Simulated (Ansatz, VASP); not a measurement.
BaS: VASP beside Ansatz

```
CELL_PARAMETERS angstrom
0.00000 3.17612 3.17612
3.17612 0.00000 3.17612
3.17612 3.17612 0.00000
ATOMIC_POSITIONS crystal
Ba 0.50000 0.50000 0.50000
S 0.00000 0.00000 0.00000
```

Alike in both runs: task single point; functional LDA; k mesh 6 × 6 × 6; occupations gaussian, width 0.05 eV; no spin polarisation.

|  | VASP | Ansatz |
| --- | --- | --- |
| version | VASP 6.6.1 | Ansatz 0.2.0 |
| potentials or method | VASP PAW LDA potentials, release 64 (Ba_sv, S) | scalar-relativistic, plane waves, PAW |
| plane-wave cutoff (eV) | 520 | 420 |
| valence electrons in the cell | 16 | 16 |

```tsv
	VASP	Ansatz	Ansatz less VASP
gap on the k mesh at the Fermi level (eV)	1.87	1.98	+0.108
least direct gap on the mesh (eV)	2.00	2.08	+0.076
pressure (GPa)	-1.1	-1.8	-0.68
```

Caveats: spin-orbit coupling is left out, which moves the levels of the heavy elements. A hybrid or GW would open this gap; LDA tends to underestimate it. A k mesh can miss the band edges.
